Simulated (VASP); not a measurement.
# Mo in VASP: settings compared, part 2 of 3

VASP 6.6.1.

## (3) Single point, optB86b-vdW

INCAR reads:

```
PREC = Accurate
ENCUT = 400
EDIFF = 1E-6
ISMEAR = 1
SIGMA = 0.1
LREAL = Auto
LASPH = True
NELM = 60
ALGO = Fast
ISIF = 2
LWAVE = False
LCHARG = False
GGA = MK
LUSE_VDW = True
AGGAC = 0.0
PARAM1 = 0.1234
PARAM2 = 1.0
NBANDS = 343
ISYM = 0
```

KPOINTS reads:

```
regular mesh
0
Gamma
  4 4 1
```

POSCAR reads:

```
Mo
1.0
    9.4500000000      0.0000000000      0.0000000000
    0.0000000000      9.4500000000      0.0000000000
    0.0000000000      0.0000000000     22.8000000000
Mo
45
Direct
    0.0000000000      0.0000000000      0.1096000000
    0.3333000000      0.0000000000      0.1096000000
    0.6667000000      0.0000000000      0.1096000000
    0.0000000000      0.3333000000      0.1096000000
    0.3333000000      0.3333000000      0.1096000000
    0.6667000000      0.3333000000      0.1096000000
    0.0000000000      0.6667000000      0.1096000000
    0.3333000000      0.6667000000      0.1096000000
    0.6667000000      0.6667000000      0.1096000000
    0.1667000000      0.1667000000      0.1787000000
    0.5000000000      0.1667000000      0.1787000000
    0.8333000000      0.1667000000      0.1787000000
    0.1667000000      0.5000000000      0.1787000000
    0.5000000000      0.5000000000      0.1787000000
    0.8333000000      0.5000000000      0.1787000000
    0.1667000000      0.8333000000      0.1787000000
    0.5000000000      0.8333000000      0.1787000000
    0.8333000000      0.8333000000      0.1787000000
    0.9998000000      0.9997000000      0.2462000000
    0.3331000000      0.9997000000      0.2472000000
    0.6670000000      0.9996000000      0.2445000000
    0.9996000000      0.3331000000      0.2471000000
    0.3332000000      0.3335000000      0.2435000000
    0.6671000000      0.3336000000      0.2471000000
    0.9995000000      0.6671000000      0.2445000000
    0.3335000000      0.6671000000      0.2472000000
    0.6670000000      0.6669000000      0.2462000000
    0.1699000000      0.1699000000      0.3168000000
    0.4989000000      0.1679000000      0.3176000000
    0.8310000000      0.1612000000      0.3154000000
    0.1676000000      0.4991000000      0.3178000000
    0.4969000000      0.4968000000      0.3169000000
    0.8358000000      0.5051000000      0.3155000000
    0.1617000000      0.8308000000      0.3155000000
    0.5054000000      0.8357000000      0.3154000000
    0.8336000000      0.8331000000      0.3192000000
    0.0188000000      0.0180000000      0.3792000000
    0.3231000000      0.9709000000      0.3803000000
    0.6574000000      0.0088000000      0.3775000000
    0.9714000000      0.3213000000      0.3802000000
    0.3324000000      0.3343000000      0.3779000000
    0.6958000000      0.3433000000      0.3802000000
    0.0057000000      0.6613000000      0.3773000000
    0.3451000000      0.6953000000      0.3803000000
    0.6488000000      0.6480000000      0.3792000000
```

Potentials or basis: VASP PAW PBE potentials, release 64 (Mo_sv).

Command:

```console
> cat potpaw_PBE.64/Mo_sv/POTCAR > POTCAR
> mpirun -np 8 vasp_std > vasp.out
```

OUTCAR:

```text
PREC = Accurate
   ENCUT = 400
   EDIFF = 1E-6
   ISMEAR = 1
   LREAL = Auto
   LASPH = True
   NELM = 60
   ISIF = 2
   GGA = MK
   ISYM = 0

 ion  position               nearest neighbor table
   1  0.000  0.000  0.110-  10 2.73  12 2.73  16 2.73  18 2.73  19 3.11   3 3.15   4 3.15   7 3.15
                             2 3.15
   2  0.333  0.000  0.110-  10 2.73  16 2.73  11 2.73  17 2.73  20 3.14   8 3.15   1 3.15   5 3.15
                             3 3.15
   3  0.667  0.000  0.110-  12 2.73  18 2.73  17 2.73  11 2.73  21 3.08   9 3.15   1 3.15   6 3.15
                             2 3.15
   4  0.000  0.333  0.110-  10 2.73  12 2.73  13 2.73  15 2.73  22 3.14   6 3.15   1 3.15   5 3.15
                             7 3.15
   5  0.333  0.333  0.110-  10 2.73  11 2.73  13 2.73  14 2.73  23 3.05   4 3.15   2 3.15   8 3.15
                             6 3.15
   6  0.667  0.333  0.110-  12 2.73  11 2.73  15 2.73  14 2.73  24 3.14   4 3.15   3 3.15   9 3.15
                             5 3.15
   7  0.000  0.667  0.110-  16 2.73  18 2.73  13 2.73  15 2.73  25 3.08   9 3.15   1 3.15   8 3.15
                             4 3.15
   8  0.333  0.667  0.110-  16 2.73  13 2.73  17 2.73  14 2.73  26 3.14   7 3.15   2 3.15   9 3.15
                             5 3.15
   9  0.667  0.667  0.110-  18 2.73  17 2.73  15 2.73  14 2.73  27 3.11   7 3.15   3 3.15   8 3.15
[... 59 lines left out ...]
  39  0.657  0.009  0.377-  29 2.52  35 2.60  30 2.60  36 2.70  21 3.04  38 3.18  42 3.18  45 3.41
                            37 3.42
  40  0.971  0.321  0.380-  30 2.50  42 2.61  33 2.61  28 2.77  31 2.88  37 2.90  22 3.05  43 3.23
                            41 3.41
  41  0.332  0.334  0.378-  32 2.59  28 2.59  31 2.59  29 2.62  23 3.06  44 3.41  40 3.41  42 3.44
                            38 3.44
  42  0.696  0.343  0.380-  33 2.50  30 2.60  40 2.61  32 2.78  29 2.87  45 2.91  24 3.05  39 3.18
                            41 3.44
  43  0.006  0.661  0.377-  31 2.56  34 2.59  33 2.60  36 2.65  25 3.03  44 3.22  40 3.23  37 3.37
                            45 3.38
  44  0.345  0.695  0.380-  35 2.50  34 2.61  38 2.61  32 2.77  31 2.88  45 2.90  26 3.05  43 3.22
                            41 3.41
  45  0.649  0.648  0.379-  32 2.47  33 2.66  35 2.66  36 2.83  44 2.90  42 2.91  27 3.04  43 3.38
                            39 3.41

IMPORTANT INFORMATION: All symmetrisations will be switched off!
NOSYMM: (Re-)initialisation of all symmetry stuff for point group C_1.

[... 202 lines left out ...]
  volume of cell :     2036.10
 maximum number of plane-waves:     37074
 NGX is ok and might be reduce to    64
   NGX = 31   NGY = 31   NGZ = 75

 number of electron     630.0000028 magnetization

 Free energy of the ion-electron system (eV)
  ---------------------------------------------------
  ext. energy  EPLUGINS =         0.00000000
  ---------------------------------------------------
  free energy    TOTEN  =      -325.26030260 eV

  energy without entropy =     -325.27334269  energy(sigma->0) =     -325.26464930

 E-fermi :   1.6104     XC(G=0):  -6.0019

 val. band max:        1.6036010944   @ k =  -0.2500   0.2500   0.0000
 cond. band min:       1.6202742863   @ k =  -0.2500   0.5000   0.0000
 fundamental gap:      0.0166731919
 Fermi energy:         1.6104200927

 k-point     1 :       0.0000    0.0000    0.0000
  band No.  band energies     occupation
      1     -59.5430      2.00000
      2     -59.4492      2.00000
      3     -59.4437      2.00000
      4     -59.4434      2.00000
      5     -59.4409      2.00000
      6     -59.4008      2.00000
[... 3289 lines left out ...]
    326       1.9223     -0.00009
    327       1.9698     -0.00000
 [bands above 327 left out]

------------------------ aborting loop because EDIFF is reached ----------------------------------------

  FORCE on cell =-STRESS in cart. coord.  units (eV):
  Direction    XX          YY          ZZ          XY          YZ          ZX
  --------------------------------------------------------------------------------------
  -------------------------------------------------------------------------------------
  Total      -55.0424715    -55.0404488    -19.1951846      2.9583958     -0.0386927      0.0724257
  in kB      -43.3121801    -43.3105885    -15.1044325      2.3279219     -0.0304468      0.0569908
  external PRESSURE =     -33.9090670 kB  Pullay stress =       0.0000000 kB

 VOLUME and BASIS-vectors are now :
 -----------------------------------------------------------------------------
  energy-cutoff  :      400.00
  volume of cell :     2036.10
      direct lattice vectors                 reciprocal lattice vectors
     9.450000000  0.000000000  0.000000000     0.105820106  0.000000000  0.000000000
     0.000000000  9.450000000  0.000000000     0.000000000  0.105820106  0.000000000
     0.000000000  0.000000000 22.800000000     0.000000000  0.000000000  0.043859649

 POSITION                                       TOTAL-FORCE (eV/Angst)
 -----------------------------------------------------------------------------------
      0.00000      0.00000      2.49888        -0.050704     -0.047613      1.238062
      3.14969      0.00000      2.49888         0.030224      0.118909      1.274727
      6.30031      0.00000      2.49888         0.004076     -0.005906      1.195153
      0.00000      3.14969      2.49888         0.117160      0.013514      1.267255
      3.14969      3.14969      2.49888        -0.017757      0.016551      1.074730
      6.30031      3.14969      2.49888        -0.118907     -0.031913      1.270077
[... 37 lines left out ...]
      3.26120      6.57059      8.67084         0.011695     -0.303712      0.043745
      6.13116      6.12360      8.64576        -0.025501     -0.033318      0.041054
 -----------------------------------------------------------------------------------
    total drift:                               -0.000826      0.000007      0.003335

  FREE ENERGIE OF THE ION-ELECTRON SYSTEM (eV)
  ---------------------------------------------------
  free  energy   TOTEN  =      -325.2603026008 eV

  energy  without entropy=     -325.2733426880  energy(sigma->0) =     -325.26464930

Total vdW correction in eV:     85.4274425
```

OSZICAR:

```text
N       E                     dE             d eps       ncg     rms          rms(c)
DAV:   1     0.588814494002E+04    0.58881E+04   -0.37081E+05  9760   0.137E+03
DAV:   2    -0.476761644091E+02   -0.59358E+04   -0.58477E+04  7608   0.442E+02
DAV:   3    -0.349897609193E+03   -0.30222E+03   -0.29355E+03  9480   0.720E+01
[... 36 lines left out ...]
RMM:  40    -0.325260295692E+03   -0.34607E-05   -0.35484E-05  2492   0.957E-04    0.368E-04
RMM:  41    -0.325260298492E+03   -0.27993E-05   -0.27327E-05  2567   0.870E-04    0.306E-04
RMM:  42    -0.325260300286E+03   -0.17941E-05   -0.18659E-05  2152   0.783E-04    0.162E-04
RMM:  43    -0.325260301662E+03   -0.13758E-05   -0.13836E-05  2060   0.706E-04    0.146E-04
RMM:  44    -0.325260302601E+03   -0.93920E-06   -0.92539E-06  1895   0.649E-04
   1 F= -.32526030E+03 E0= -.32526465E+03  d E =0.130401E-01
```

stdout:

```text
POSCAR found type information on POSCAR Mo
 POSCAR found :  1 types and      45 ions
 scaLAPACK will be used
 -----------------------------------------------------------------------------
|                                                                             |
|           W    W    AA    RRRRR   N    N  II  N    N   GGGG   !!!           |
[... 52 lines left out ...]
|     I found NBANDS = 343. Now, NBANDS = 344.                                |
|                                                                             |
 -----------------------------------------------------------------------------

 POSCAR, INCAR and KPOINTS ok, starting setup
 FFT: planning ... GRIDC
 FFT: planning ... GRID_SOFT
 FFT: planning ... GRID
 WAVECAR not read
 entering main loop
```

It took 39 min on 8 MPI ranks of Intel Xeon 6975P-C (Granite Rapids), shared host; peak memory 0.97 GiB.

What came out:

| Property | Result |
| --- | --- |
| Free energy | -325.2603 eV |
| Largest force | 1.397 eV/Å |
| Band gap on the k mesh | none (metal or under the smearing width) |

Forces in eV/Å, atoms in the order of the input:
```
Mo  -0.051 -0.048  1.238
Mo   0.030  0.119  1.275
Mo   0.004 -0.006  1.195
Mo   0.117  0.014  1.267
Mo  -0.018  0.017  1.075
Mo  -0.119 -0.032  1.270
Mo  -0.031  0.032  1.197
Mo  -0.019 -0.115  1.274
Mo   0.047  0.053  1.239
Mo   0.009  0.007 -1.300
Mo   0.009 -0.013 -1.270
Mo  -0.001 -0.057 -1.396
Mo   0.002 -0.002 -1.253
Mo  -0.012 -0.008 -1.294
Mo   0.023  0.054 -1.394
Mo  -0.054 -0.013 -1.388
Mo   0.048  0.008 -1.394
Mo   0.015 -0.006 -1.232
Mo   0.000 -0.007 -0.001
Mo   0.002  0.007 -0.001
Mo   0.008 -0.003 -0.031
Mo   0.018  0.004  0.028
Mo  -0.003  0.011  0.233
Mo  -0.019 -0.001  0.029
Mo   0.003  0.007 -0.041
Mo   0.008 -0.026  0.002
Mo  -0.002 -0.001  0.000
Mo   0.025  0.017  0.087
Mo  -0.041  0.030  0.077
Mo  -0.025 -0.041  0.063
Mo   0.020 -0.024  0.075
Mo  -0.029 -0.023  0.063
Mo   0.018  0.020  0.076
Mo  -0.038 -0.005  0.069
Mo   0.033  0.016  0.080
Mo  -0.007  0.006  0.083
Mo   0.034  0.027  0.039
Mo  -0.010  0.303  0.042
Mo   0.020  0.001  0.011
Mo   0.316  0.005  0.054
Mo  -0.004  0.001 -0.294
Mo  -0.305  0.018  0.053
Mo  -0.008 -0.009  0.009
Mo   0.012 -0.304  0.044
Mo  -0.026 -0.033  0.041
```

Caveat: the PAW data sets were made with another functional, which shifts forces and pressure a little.

(Part 2 of 3 ends here.)
